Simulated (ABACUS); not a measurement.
Os:

```
Os
1.0
     2.73410    0.00000    0.00000
    -1.36705    2.36780    0.00000
     0.00000    0.00000    4.31970
Os
2
Direct
  0.66667 0.33333 0.75000
  0.33333 0.66667 0.25000
```

Base run:

- Program: ABACUS 3.10.1
- Functional: revPBE
- Potentials or basis: PseudoDojo NC SR 0.4.1 PBE standard
- Cutoff: 1007 eV
- Density cutoff: 4027 eV
- Basis: plane waves
- k mesh: 9 × 9 × 5
- Occupations: fermi-dirac, width 0.05 eV
- Spin: no spin polarisation

Its results: band gap on the k mesh none (metal or under the smearing width); pressure 10.7 GPa.

The run is repeated on the same cell with these changes: functional from revPBE to LDA; potentials or basis from PseudoDojo NC SR 0.4.1 PBE standard to GBRV ultrasoft 1.5 LDA; cutoff from 1007 eV to 544 eV; density cutoff from 4027 eV to 4354 eV. What comes out?

Band gap on the k mesh none (metal or under the smearing width); pressure -9.1 GPa.

Caveats: the potentials were made for another functional, which shifts forces and pressure (some runs).
